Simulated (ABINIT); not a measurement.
Input of an ABINIT 10.8.3 (patched build) run:

The input run.abi:

```
# Datasets: ground state, then fixed potential
ndtset 2

# Pseudopotentials
pp_dirpath "./"
pseudos "Ag.upf, Br.upf"

# Structure
acell 3*1.0
rprim
     0.0000000000     5.4237974366     5.4237974366
     5.4237974366     0.0000000000     5.4237974366
     5.4237974366     5.4237974366     0.0000000000
ntypat 2
znucl 47 35
natom 2
typat 1 2
xred
     0.0000000000     0.0000000000     0.0000000000
     0.5000000000     0.5000000000     0.5000000000

# Plane-wave basis
ecut 49.0

# Exchange and correlation
ixc -497498
usekden 1
nc_xccc_gspace 1
boxcutmin 3.0

# Bands and occupations
occopt 3
tsmear 0.00183747

# SCF cycle
nstep 100

# Output
iomode 3
prtwf 0
prteig 0
prtebands 0
enunit 1
prtden1 1
prtkden1 1

# Dataset 1
kptopt1 1
ngkpt1 6 6 6
nshiftk1 1
shiftk1 0.0 0.0 0.0
nband1 17
tolvrs1 1.0e-9

# Dataset 2: bands along G-X-W-K-G-L-U-W-L-K
iscf2 -2
getden2 1
getkden2 1
nband2 23
nbdbuf2 4
tolwfr2 1.0e-11
kptopt2 -9
ndivsm2 8
prteig2 1
kptbounds2
     0.0000000000     0.0000000000     0.0000000000
     0.5000000000     0.0000000000     0.5000000000
     0.5000000000     0.2500000000     0.7500000000
     0.3750000000     0.3750000000     0.7500000000
     0.0000000000     0.0000000000     0.0000000000
     0.5000000000     0.5000000000     0.5000000000
     0.6250000000     0.2500000000     0.6250000000
     0.5000000000     0.2500000000     0.7500000000
     0.5000000000     0.5000000000     0.5000000000
     0.3750000000     0.3750000000     0.7500000000
```

Potentials or basis: PseudoDojo NC SR PBE v0.4.1 standard.

The run is started by

```sh
$ mpirun --bind-to none -np 4 abinit run.abi > log 2>&1
```

Q: Predict the band gap on the k mesh.

A: 1.14 eV, indirect (least direct gap 3.17 eV).

Q: Estimate the pressure.

A: 0.5 GPa.

Q: Estimate the band gap along the path.

A: 1.14 eV, indirect (least direct gap 3.16 eV).

Levels at the corners of the path, in eV from the valence-band top:
| point | band 10 | band 11 | band 12 | band 13 | band 14 | band 15 | band 16 | band 17 |
| --- | --- | --- | --- | --- | --- | --- | --- | --- |
| Γ | -2.74 | -2.03 | -2.03 | -2.03 | 1.14 | 10.44 | 10.44 | 10.44 |
| X | -2.58 | -2.36 | -2.36 | -2.23 | 2.06 | 7.44 | 9.67 | 11.83 |
| W | -2.32 | -2.27 | -2.27 | -1.46 | 4.20 | 7.80 | 8.15 | 8.15 |
| K | -2.40 | -2.20 | -1.96 | -1.19 | 3.42 | 7.29 | 8.77 | 9.86 |
| Γ | -2.74 | -2.03 | -2.03 | -2.03 | 1.14 | 10.44 | 10.44 | 10.44 |
| L | -2.45 | -2.11 | 0.00 | 0.00 | 4.22 | 7.10 | 7.36 | 7.36 |
| U | -2.40 | -2.20 | -1.96 | -1.19 | 3.42 | 7.29 | 8.77 | 9.86 |
| W | -2.32 | -2.27 | -2.27 | -1.46 | 4.20 | 7.80 | 8.15 | 8.15 |
| L | -2.45 | -2.11 | 0.00 | 0.00 | 4.22 | 7.10 | 7.36 | 7.36 |
| K | -2.40 | -2.20 | -1.96 | -1.19 | 3.42 | 7.29 | 8.77 | 9.86 |

Caveat: a meta-GGA on potentials with a model core is unreliable; the potentials were made for another functional, which shifts forces and pressure. r2SCAN opens gaps a little over a GGA but as a rule still falls short of measured ones.
